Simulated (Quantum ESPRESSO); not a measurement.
Here is a Quantum ESPRESSO 7.5 calculation.

File pw.in:

```
&CONTROL
  calculation = 'scf'
  prefix = 'pwscf'
  outdir = './tmp'
  pseudo_dir = './pseudo'
  tprnfor = .true.
  tstress = .true.
  disk_io = 'low'
/
&SYSTEM
  ibrav = 0
  nat = 2
  ntyp = 1
  ecutwfc = 68
  ecutrho = 544
  nbnd = 21
  occupations = 'smearing'
  smearing = 'fd'
  degauss = 0.00367493
/
&ELECTRONS
  conv_thr = 4d-10
  electron_maxstep = 120
  mixing_beta = 0.5
/
ATOMIC_SPECIES
Sn   118.7100 sn_pbesol_v1.4.uspp.F.UPF
CELL_PARAMETERS angstrom
   0.0000000000    3.2333428000    3.2333428000
   3.2333428000    0.0000000000    3.2333428000
   3.2333428000    3.2333428000    0.0000000000
ATOMIC_POSITIONS crystal
Sn     0.7500000000    0.7500000000    0.7500000000
Sn     0.5000000000    0.5000000000    0.5000000000
K_POINTS automatic
7 7 7 0 0 0
```

pp_density.in

```
&INPUTPP
  prefix = 'pwscf'
  outdir = './tmp'
  filplot = 'density.dat'
  plot_num = 0
/
&PLOT
  nfile = 1
  filepp(1) = 'density.dat'
  iflag = 3
  output_format = 6
  fileout = 'density.cube'
/
```

pp_potential.in

```
&INPUTPP
  prefix = 'pwscf'
  outdir = './tmp'
  filplot = 'potential.dat'
  plot_num = 11
/
&PLOT
  nfile = 1
  filepp(1) = 'potential.dat'
  iflag = 3
  output_format = 6
  fileout = 'potential.cube'
/
```

Potentials or basis: GBRV 1.5 PBEsol.

The run is started by

```console
$ OMP_NUM_THREADS=1 mpirun -n 2 pw.x -nk 2 -in pw.in > pw.out
$ OMP_NUM_THREADS=1 mpirun -n 1 pp.x -in pp_density.in > pp_density.out
$ OMP_NUM_THREADS=1 mpirun -n 1 pp.x -in pp_potential.in > pp_potential.out
```

Q: Predict the pressure.

A: 1.3 GPa.

Q: Predict the band gap on the k mesh.

A: None (metal or under the smearing width).
